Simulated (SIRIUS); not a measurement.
# PbS under changes of volume

One of the cells (27.984 Å³/atom); the others are scaled copies at fixed shape and fractional positions:

```xyz
2
Lattice="4.1168 0.0000 0.0000 -2.0584 3.5652 0.0000 0.0000 0.0000 3.8133" Properties=species:S:1:pos:R:3 pbc="T T T"
Pb    0.0000    0.0000    0.0000
S     2.0584    1.1884    1.9066
```

Measurements of this composition are mostly on another form, of space group No. 225.

| Quantity | Value |
| --- | --- |
| Program | SIRIUS 7.12.0 |
| Functional | PBEsol |
| Potentials or basis | PseudoDojo 0.4.1 PBEsol standard (scalar relativistic) |
| Cutoff | 765 eV |
| Density cutoff | 3061 eV |
| k mesh | 8 × 8 × 7 |
| Occupations | fermi-dirac, width 0.05 eV |
| Spin | no spin polarisation |

```csv
volume (Å³/atom),energy over the lowest point (meV/atom),pressure (GPa)
25.789,0.00,0.4
26.338,0.85,-0.8
26.887,5.32,-1.8
27.984,23.55,-3.6
28.533,?,?
29.082,52.85,-5.0
```

Task: What does the run at 28.533 Å³/atom give?

Result: Energy over the lowest point 36.93 meV/atom; pressure -4.3 GPa.

Worked out: A Birch-Murnaghan fit of order 3 (a polynomial in V^(-2/3)) to the other rows has its minimum at 25.93 Å³/atom with B0 = V·E''(V) = 52 GPa and B' = 2.9 at fixed shape and positions, which overstates the stiffness. It gives 36.94 meV/atom at 28.533 Å³/atom, against the run's 36.93, and -dE/dV = -4.3 GPa, against -4.3.

Energies are extrapolated to zero smearing.
